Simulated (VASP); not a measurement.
Nb:

```
Nb
1.0
    -1.66395    1.66395    1.66395
     1.66395   -1.66395    1.66395
     1.66395    1.66395   -1.66395
Nb
1
Direct
  0.00000 0.00000 0.00000
```

- Program: VASP 6.6.1
- Task: relaxation of cell and atoms
- Functional: r2SCAN
- Dispersion: D4
- Potentials or basis: VASP PAW PBE potentials, release 64 (Nb_sv)
- Cutoff: 600 eV
- k mesh: 11 × 11 × 11
- Occupations: methfessel-paxton, width 0.1 eV
- Spin: no spin polarisation

At the start: pressure -4.1 GPa; volume 18.43 Å³/atom.

Task: Where does the relaxation end?

Result: Over 3 steps the energy falls by 5.5 meV/atom and the volume is 18.02 Å³/atom (-2.2 %); space group Im-3m (No. 229, to 0.05 Å).

Step by step:
| step | energy change (eV) | largest force (eV/Å) | pressure (GPa) | volume (Å³) |
| --- | --- | --- | --- | --- |
| 1 | 0.0000 | 0.0000 | -4.13 | 18.43 |
| 2 | 0.0171 | 0.0000 | 8.97 | 17.19 |
| 3 | -0.0055 | 0.0000 | -0.08 | 18.02 |

Final structure:
```
Nb
1.0
    -1.65151    1.65151    1.65151
     1.65151   -1.65151    1.65151
     1.65151    1.65151   -1.65151
Nb
1
Direct
  0.00000 0.00000 0.00000
```

Caveat: the PAW data sets were made with another functional, which shifts forces and pressure a little; pairwise dispersion overbinds metals, which lowers pressure and volume.
